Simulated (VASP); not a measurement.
Write the native input for VASP 6.6.1 that does the following.

| Item | Value |
| --- | --- |
| Task | relaxation of cell and atoms |
| Functional | LDA |
| Potentials or basis | VASP PAW LDA potentials, release 64 (Ga_d, P) |
| Cutoff | 600 eV |
| k mesh | 8 × 8 × 8 |
| Occupations | gaussian, width 0.02 eV |
| Spin | no spin polarisation |
| Dipole correction | no |
| Further INCAR settings | ALGO = Normal; EDIFF = 1e-06; IBRION = 2; EDIFFG = -0.005; NSW = 70; ISIF = 3 |

The structure of GaP lies in POSCAR:

```
GaP
1.0
    0.0000000000      2.7525368068      2.7525368068
    2.7525368068      0.0000000000      2.7525368068
    2.7525368068      2.7525368068      0.0000000000
Ga P
1 1
Direct
    0.0000000000      0.0000000000      0.0000000000
    0.2500000000      0.2500000000      0.2500000000
```

One way to write it, as run:

INCAR

```
SYSTEM = GaP
PREC = Accurate
ENCUT = 600
EDIFF = 1E-6
ISMEAR = 0
SIGMA = 0.02
LREAL = .FALSE.
LASPH = .TRUE.
NELM = 80
ALGO = Normal
ISIF = 3
LWAVE = .FALSE.
LCHARG = .FALSE.
GGA = CA
IBRION = 2
NSW = 70
EDIFFG = -0.005
```

KPOINTS

```
Automatic mesh
0
G
  8 8 8
  0 0 0
```

Potentials or basis: VASP PAW LDA potentials, release 64 (Ga_d, P).

Command:

```sh
$ cat potpaw_LDA.64/Ga_d/POTCAR potpaw_LDA.64/P/POTCAR > POTCAR
$ mpirun -np 1 vasp_std > vasp.out
```

It gave:

```yaml
Relaxed_volume: 19.61 Å³/atom
Relaxed_cell: a = 3.814 Å, b = 3.814 Å, c = 3.814 Å, α = 60.00°, β = 60.00°, γ = 60.00°
Space_group_after_relaxing_to_0.05_Å: F-43m (No. 216)
Energy_gained_by_relaxing: 19.9 meV/atom
Ionic_steps: 6
Pressure_after_relaxing: 0.0 GPa
Band_gap_on_the_k_mesh: 1.43 eV, indirect (least direct gap 1.90 eV)
```

Wall time 100 s on 1 thread of AMD EPYC 7R43 64-Core Processor (Zen 3), with other jobs on the host, peak memory 0.14 GiB.
